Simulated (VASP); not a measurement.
Data:

```xyz
5
Lattice="3.7016 0.0000 0.0000 0.0000 3.7016 0.0000 0.0000 0.0000 3.7016" Properties=species:S:1:pos:R:3 pbc="T T T"
La     0.0000     0.0000     0.0000
Al     1.8508     1.8508     1.8508
O      1.8508     0.0000     1.8508
O      0.0000     1.8508     1.8508
O      1.8508     1.8508     0.0000
```

These are SCAN meta-GGA, VASP's PBE PAW potentials (set 64) (plane waves; VASP) values and carry that method's errors. Settings: 520 eV cut-off, 6×6×6 Γ-centred mesh, Gaussian smearing of 0.050 eV, potentials La Al O.

Question: Give the stress tensor in GPa (positive for a compressed cell).

Answer: 
```
15.14   0.00   0.00
 0.00  15.14   0.00
 0.00   0.00  15.14
```
The pressure is its mean diagonal, 15.14 GPa.

The compound is LaAlO3 in the cubic perovskite structure, the ideal cubic form; the compound distorts at low or room temperature. This cell is one point of a volume scan, at 0.94 of the reference volume.
